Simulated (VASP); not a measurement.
# Cr (Im-3m) in VASP: a series of runs

One crystal, Cr, is run at these levels: LDA; tasks: equation of state.

Everything below comes from runs of VASP 6.6.1. Logs are shortened: lines on timing, memory, paths and dates and some standing lists are left out, and cuts for length are marked.

## (1) Starting point

The structure is cubic, space group Im-3m (No. 229). Conventional cell: a = 2.789 Å, b = 2.789 Å, c = 2.789 Å, α = 90.00°, β = 90.00°, γ = 90.00°. Around Cr (site symmetry m-3m) lie 8 Cr at 2.42 Å.

## (2) Equation of state, LDA, collinear spin, ferromagnetic start, 10.41 Å³/atom (a relaxed cell with its volume scaled by 0.96)

File INCAR:

```
  PREC = Accurate
  ENCUT = 520
  EDIFF = 1E-6
  ISMEAR = -1
  SIGMA = 0.05
  LREAL = False
  LASPH = True
  NELM = 100
  ALGO = Fast
  ISIF = 2
  LWAVE = False
  LCHARG = False
  ISPIN = 2
  MAGMOM = 3
  LORBIT = 11
  LMAXMIX = 4
```

File KPOINTS:

```
regular mesh
0
Gamma
  10 10 10
```

File POSCAR:

```
Cr                                      
1.0
   -1.3754666284      1.3754666284      1.3754666284
    1.3754666284     -1.3754666284      1.3754666284
    1.3754666284      1.3754666284     -1.3754666284
  Cr            
     1
Direct
     0.0000000000000000    0.0000000000000000    0.0000000000000000
```

Potentials or basis: VASP PAW LDA potentials, release 64 (Cr_pv).

The run is started by

```bash
$ cat potpaw_LDA.64/Cr_pv/POTCAR > POTCAR
$ mpirun -np 1 vasp_std > vasp.out
```

OUTCAR:

```text
PREC = Accurate
   ENCUT = 520
   EDIFF = 1E-6
   ISMEAR = -1
   LREAL = False
   LASPH = True
   NELM = 100
   ISIF = 2
   ISPIN = 2
   LORBIT = 11

 ion  position               nearest neighbor table
   1  0.000  0.000  0.000-

  LATTYP: Found a body centered cubic cell.
 ALAT       =     2.7509332568

  Lattice vectors:

 A1 = (  -1.3754666284,   1.3754666284,   1.3754666284)
 A2 = (   1.3754666284,  -1.3754666284,   1.3754666284)
 A3 = (   1.3754666284,   1.3754666284,  -1.3754666284)

Analysis of symmetry for initial positions (statically):
=====================================================================
 Subroutine PRICEL returns:
 Original cell was already a primitive cell.

 Routine SETGRP: Setting up the symmetry group for a
 body centered cubic supercell.

 Subroutine GETGRP returns: Found 48 space group operations
 (whereof 48 operations were pure point group operations)
 out of a pool of 48 trial point group operations.

The static configuration has the point symmetry O_h .

Analysis of symmetry for dynamics (positions and initial velocities):
=====================================================================
 Subroutine PRICEL returns:
 Original cell was already a primitive cell.

 Routine SETGRP: Setting up the symmetry group for a
 body centered cubic supercell.

 Subroutine GETGRP returns: Found 48 space group operations
 (whereof 48 operations were pure point group operations)
 out of a pool of 48 trial point group operations.

The dynamic configuration has the point symmetry O_h .

Analysis of structural, dynamic, and magnetic symmetry:
=====================================================================
 Subroutine PRICEL returns:
 Original cell was already a primitive cell.

 Routine SETGRP: Setting up the symmetry group for a
 body centered cubic supercell.

 Subroutine GETGRP returns: Found 48 space group operations
 (whereof 48 operations were pure point group operations)
 out of a pool of 48 trial point group operations.

The overall configuration has the point symmetry O_h .

 Subroutine INISYM returns: Found 48 space group operations
 (whereof 48 operations are pure point group operations),
 and found     1 'primitive' translations

----------------------------------------------------------------------------------------

                                     Primitive cell

  volume of cell :      10.4090

  direct lattice vectors                    reciprocal lattice vectors
    -1.375466628  1.375466628  1.375466628     0.000000000  0.363513000  0.363513000
     1.375466628 -1.375466628  1.375466628     0.363513000  0.000000000  0.363513000
     1.375466628  1.375466628 -1.375466628     0.363513000  0.363513000  0.000000000

  length of vectors
     2.382378085  2.382378085  2.382378085     0.514085014  0.514085014  0.514085014

[... 123 lines left out ...]
  ext. energy  EPLUGINS =         0.00000000
  ---------------------------------------------------
  free energy    TOTEN  =       -10.60283757 eV

  energy without entropy =      -10.59445848  energy(sigma->0) =      -10.59864802

 E-fermi :  12.4201     XC(G=0): -14.6236

 val. band max:       12.3500277433   @ k =   0.1000   0.1000   0.0000
 cond. band min:      12.4412641205   @ k =  -0.2000   0.2000   0.1000
 fundamental gap:      0.0912363772
 Fermi energy:        12.4201091967

 spin component 1

 k-point     1 :       0.0000    0.0000    0.0000
  band No.  band energies     occupation
      1     -29.8249      1.00000
      2     -29.8249      1.00000
      3     -29.8249      1.00000
      4       4.2310      1.00000
      5      11.2878      1.00000
      6      11.2878      1.00000
      7      11.2878      1.00000
      8      13.5917      0.00000
      9      13.5917      0.00000
     10      17.7700      0.00000
     11      35.4919      0.00000
     12      35.4919      0.00000
[... 333 lines left out ...]
      1     -30.6769      1.00000
      2     -30.1342      1.00000
      3     -29.9267      1.00000
      4       7.5465      1.00000
      5      10.4189      1.00000
      6      10.8148      1.00000
      7      12.8073      0.00043
      8      13.8185      0.00000
      9      14.4028      0.00000
     10      17.7698      0.00000
     11      29.0224      0.00000
     12      32.4445      0.00000

 [... further k-points ...]

 spin component 2

 k-point     1 :       0.0000    0.0000    0.0000
  band No.  band energies     occupation
      1     -29.8249      1.00000
      2     -29.8249      1.00000
      3     -29.8249      1.00000
      4       4.2310      1.00000
      5      11.2878      1.00000
      6      11.2878      1.00000
      7      11.2878      1.00000
      8      13.5917      0.00000
      9      13.5917      0.00000
     10      17.7700      0.00000
     11      35.4918      0.00000
     12      35.4918      0.00000
[... 333 lines left out ...]
      1     -30.6768      1.00000
      2     -30.1342      1.00000
      3     -29.9267      1.00000
      4       7.5465      1.00000
      5      10.4190      1.00000
      6      10.8148      1.00000
      7      12.8073      0.00043
      8      13.8186      0.00000
      9      14.4029      0.00000
     10      17.7699      0.00000
     11      29.0224      0.00000
     12      32.4444      0.00000

 [... further k-points ...]

------------------------ aborting loop because EDIFF is reached ----------------------------------------

  FORCE on cell =-STRESS in cart. coord.  units (eV):
  Direction    XX          YY          ZZ          XY          YZ          ZX
  --------------------------------------------------------------------------------------
  -------------------------------------------------------------------------------------
  Total        0.8999003      0.8999003      0.8999003     -0.0000000     -0.0000000      0.0000000
  in kB      138.5143667    138.5143667    138.5143667     -0.0000000     -0.0000000      0.0000000
  external PRESSURE =     138.5143667 kB  Pullay stress =       0.0000000 kB

 VOLUME and BASIS-vectors are now :
 -----------------------------------------------------------------------------
  energy-cutoff  :      520.00
  volume of cell :       10.41
      direct lattice vectors                 reciprocal lattice vectors
    -1.375466628  1.375466628  1.375466628     0.000000000  0.363513000  0.363513000
     1.375466628 -1.375466628  1.375466628     0.363513000  0.000000000  0.363513000
     1.375466628  1.375466628 -1.375466628     0.363513000  0.363513000  0.000000000

 POSITION                                       TOTAL-FORCE (eV/Angst)
 -----------------------------------------------------------------------------------
      0.00000      0.00000      0.00000         0.000000     -0.000000      0.000000
 -----------------------------------------------------------------------------------
    total drift:                                0.000000     -0.000000      0.000000

  FREE ENERGIE OF THE ION-ELECTRON SYSTEM (eV)
  ---------------------------------------------------
  free  energy   TOTEN  =       -10.6028375685 eV

  energy  without entropy=      -10.5944584799  energy(sigma->0) =      -10.59864802

 total charge

# of ion       s       p       d       tot
------------------------------------------
    1        0.462   6.472   4.371  11.305

 magnetization (x)

# of ion       s       p       d       tot
------------------------------------------
    1       -0.000  -0.000   0.000   0.000
```

OSZICAR:

```text
N       E                     dE             d eps       ncg     rms          rms(c)
DAV:   1     0.796653032922E+02    0.79665E+02   -0.68725E+03  2284   0.117E+03
DAV:   2    -0.955420706428E+01   -0.89220E+02   -0.85541E+02  2296   0.298E+02
DAV:   3    -0.107221850956E+02   -0.11680E+01   -0.11633E+01  2436   0.412E+01
DAV:   4    -0.107277212218E+02   -0.55361E-02   -0.55360E-02  2436   0.281E+00
DAV:   5    -0.107277810021E+02   -0.59780E-04   -0.59779E-04  2424   0.269E-01    0.189E+01
RMM:   6    -0.105910063760E+02    0.13677E+00   -0.33679E+00  2414   0.214E+01    0.362E+00
RMM:   7    -0.106098699568E+02   -0.18864E-01   -0.82575E-02  2451   0.331E+00    0.196E+00
RMM:   8    -0.106089123305E+02    0.95763E-03   -0.70548E-03  2579   0.119E+00    0.723E-01
RMM:   9    -0.106030284254E+02    0.58839E-02   -0.17928E-03  2617   0.649E-01    0.216E-01
RMM:  10    -0.106027863315E+02    0.24209E-03   -0.48559E-04  2549   0.346E-01    0.724E-02
RMM:  11    -0.106028319308E+02   -0.45599E-04   -0.76629E-05  2619   0.137E-01    0.157E-02
RMM:  12    -0.106028360796E+02   -0.41488E-05   -0.13426E-05  2282   0.557E-02    0.723E-03
RMM:  13    -0.106028374835E+02   -0.14039E-05   -0.30956E-06  1693   0.238E-02    0.296E-03
RMM:  14    -0.106028375685E+02   -0.84922E-07   -0.31432E-07  1354   0.833E-03
   1 F= -.10602838E+02 E0= -.10598648E+02  d E =-.837909E-02  mag=     0.0000
```

stdout:

```text
POSCAR found type information on POSCAR Cr
 POSCAR found :  1 types and       1 ions
 scaLAPACK will be used
 LDA part: xc-table for (Slater(with rela. corr.)+CA(PZ))
 , standard interpolation
 POSCAR, INCAR and KPOINTS ok, starting setup
 FFT: planning ... GRIDC
 FFT: planning ... GRID_SOFT
 FFT: planning ... GRID
 WAVECAR not read
 entering main loop
```

It took 8 s on 1 thread of Intel Xeon Platinum 8488C (Sapphire Rapids), shared host; peak memory 0.12 GiB.

What came out:

```yaml
Free_energy: -10.6028 eV
Pressure: 13.9 GPa
Band_gap_on_the_k_mesh: none (metal or under the smearing width)
Net_moment: 0.00 μB per cell
Valence_electrons_inside_the_program's_atomic_spheres: Cr 11.30
```

Caveat: the starting moments collapsed, and a magnetic state may lie lower.

## (3) Equation of state, LDA, collinear spin, ferromagnetic start, 10.63 Å³/atom (a relaxed cell with its volume scaled by 0.98)

INCAR is that of step 2.

KPOINTS is that of step 2.

File POSCAR:

```
Cr                                      
1.0
   -1.3849529049      1.3849529049      1.3849529049
    1.3849529049     -1.3849529049      1.3849529049
    1.3849529049      1.3849529049     -1.3849529049
  Cr            
     1
Direct
     0.0000000000000000    0.0000000000000000    0.0000000000000000
```

Potentials or basis: VASP PAW LDA potentials, release 64 (Cr_pv).

The run is started by

```bash
$ cat potpaw_LDA.64/Cr_pv/POTCAR > POTCAR
$ mpirun -np 1 vasp_std > vasp.out
```

Wall time 7.8 s (1 thread of Intel Xeon Platinum 8488C (Sapphire Rapids), shared host); peak memory 0.12 GiB.

It converged, with:

```
Free energy                                           : -10.6168 eV
Pressure                                              : 6.8 GPa
Band gap on the k mesh                                : none (metal or under the smearing width)
Net moment                                            : 0.00 μB per cell
Valence electrons inside the program's atomic spheres : Cr 11.25
```

Caveat: the starting moments collapsed, and a magnetic state may lie lower.

## (4) Equation of state, LDA, collinear spin, ferromagnetic start, 10.84 Å³/atom

INCAR is that of step 3.

KPOINTS is that of step 3.

File POSCAR:

```
Cr                                      
1.0
   -1.3943109787      1.3943109787      1.3943109787
    1.3943109787     -1.3943109787      1.3943109787
    1.3943109787      1.3943109787     -1.3943109787
  Cr            
     1
Direct
     0.0000000000000000    0.0000000000000000    0.0000000000000000
```

The run is started by

```bash
$ cat potpaw_LDA.64/Cr_pv/POTCAR > POTCAR
$ mpirun -np 1 vasp_std > vasp.out
```

It took 8.2 s on 1 thread of Intel Xeon Platinum 8488C (Sapphire Rapids), shared host; peak memory 0.12 GiB.

Results (log left out):

| Property | Result |
| --- | --- |
| Free energy | -10.6217 eV |
| Pressure | 0.4 GPa |
| Band gap on the k mesh | none (metal or under the smearing width) |
| Net moment | 0.00 μB per cell |
| Valence electrons inside the program's atomic spheres | Cr 11.20 |

Caveat: the starting moments collapsed, and a magnetic state may lie lower.

## (5) Equation of state, LDA, collinear spin, ferromagnetic start, 11.06 Å³/atom (a relaxed cell with its volume scaled by 1.02)

INCAR is that of step 4.

KPOINTS is that of step 4.

File POSCAR:

```
Cr                                      
1.0
   -1.4035450954      1.4035450954      1.4035450954
    1.4035450954     -1.4035450954      1.4035450954
    1.4035450954      1.4035450954     -1.4035450954
  Cr            
     1
Direct
     0.0000000000000000    0.0000000000000000    0.0000000000000000
```

The run is started by

```bash
$ cat potpaw_LDA.64/Cr_pv/POTCAR > POTCAR
$ mpirun -np 1 vasp_std > vasp.out
```

It took 8.1 s on 1 thread of Intel Xeon Platinum 8488C (Sapphire Rapids), shared host; peak memory 0.12 GiB.

It converged, with:

| Quantity | Value |
| --- | --- |
| Free energy | -10.6184 eV |
| Pressure | -5.4 GPa |
| Band gap on the k mesh | none (metal or under the smearing width) |
| Net moment | 0.00 μB per cell |
| Valence electrons inside the program's atomic spheres | Cr 11.16 |

Caveat: the starting moments collapsed, and a magnetic state may lie lower.

## (6) Equation of state, LDA, collinear spin, ferromagnetic start, 11.28 Å³/atom (a relaxed cell with its volume scaled by 1.04)

INCAR is that of step 5.

KPOINTS is that of step 5.

File POSCAR:

```
Cr                                      
1.0
   -1.4126592799      1.4126592799      1.4126592799
    1.4126592799     -1.4126592799      1.4126592799
    1.4126592799      1.4126592799     -1.4126592799
  Cr            
     1
Direct
     0.0000000000000000    0.0000000000000000    0.0000000000000000
```

Potentials or basis: VASP PAW LDA potentials, release 64 (Cr_pv).

The run is started by

```bash
$ cat potpaw_LDA.64/Cr_pv/POTCAR > POTCAR
$ mpirun -np 1 vasp_std > vasp.out
```

Wall time 9.6 s (1 thread of Intel Xeon Platinum 8488C (Sapphire Rapids), shared host); peak memory 0.12 GiB.

It converged, with:

- Free energy: -10.6077 eV
- Pressure: -10.6 GPa
- Band gap on the k mesh: none (metal or under the smearing width)
- Net moment: 0.00 μB per cell
- Valence electrons inside the program's atomic spheres: Cr 11.11

Caveat: the starting moments collapsed, and a magnetic state may lie lower.

## (7) Equation of state, LDA, collinear spin, ferromagnetic start

Potentials or basis: VASP PAW LDA potentials, release 64 (Cr_pv).

This step only gathers the single runs of the series.

What came out:

```
Equilibrium volume                      : 10.86 Å³/atom
Bulk modulus                            : 301 GPa
Pressure derivative of the bulk modulus : 4.2 (rough: it moves with the points fitted)
```

Energy against volume, from the lowest point:
| volume (Å³/atom) | energy (meV/atom) |
| --- | --- |
| 10.409 | 18.89 |
| 10.626 | 4.89 |
| 10.843 | 0.00 |
| 11.060 | 3.31 |
| 11.276 | 14.03 |
